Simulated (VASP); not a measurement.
A run of VASP 6.6.1 is set up as follows.

File INCAR:

```
ALGO = Fast
EDIFF = 1E-8
ENCUT = 520
GGA = CA
IBRION = 8
ISIF = 2
ISMEAR = -1
LASPH = T
LCHARG = F
LEPSILON = T
LREAL = F
LWAVE = F
NELM = 100
PREC = Accurate
SIGMA = 0.05
```

KPOINTS

```
k-points
0
Gamma
  9 9 5
```

File POSCAR:

```
ZnO
1.0
    3.2493080000      0.0000000000      0.0000000000
   -1.6246540000      2.8139832727      0.0000000000
    0.0000000000      0.0000000000      5.2057090000
Zn O
2 2
Direct
    0.6666666667      0.3333333333      0.0000000000
    0.3333333333      0.6666666667      0.5000000000
    0.3333333333      0.6666666667      0.8790100000
    0.6666666667      0.3333333333      0.3790100000
```

Potentials or basis: VASP PAW LDA potentials, release 64 (Zn, O).

Launch:

```console
$ cat potpaw_LDA.64/Zn/POTCAR potpaw_LDA.64/O/POTCAR > POTCAR
$ mpirun -np 1 vasp_std > vasp.out
```

Q: Predict the electronic dielectric tensor (diagonal).

A: 6.23, 6.23, 6.04.

Q: What does it give for the Born charges (mean of the diagonal)?

A: Zn +2.14; O -2.14 e.

Q: Estimate the band gap on the k mesh.

A: 0.74 eV, direct.

Born effective charge tensors (e):
atom 1, Zn
```
2.13 0.00 0.00
0.00 2.13 0.00
0.00 0.00 2.17
```
atom 2, Zn
```
2.13 0.00 0.00
0.00 2.13 0.00
0.00 0.00 2.17
```
atom 3, O
```
-2.13  0.00  0.00
 0.00 -2.13  0.00
 0.00  0.00 -2.17
```
atom 4, O
```
-2.13  0.00  0.00
 0.00 -2.13  0.00
 0.00  0.00 -2.17
```

**The experiment to reproduce.**

“Electronic structure of alkaline earth and post-transition metal oxides”, 2009, arxiv:0908.1581 quotes, for a bulk crystal of ZnO: band gap 3.37 eV.

Measured gap of ZnO: 3.37 eV (quoted in “Electronic structure of alkaline earth and post-transition metal oxides”, 2009, arxiv:0908.1581). This calculation gives 0.74 eV (-2.63 eV). So large a miss can be the level of theory's own, or it may mean another phase, state or a wrong row. The value is that of LDA, without temperature or zero-point motion. Semilocal functionals fall short of measured gaps as a rule.
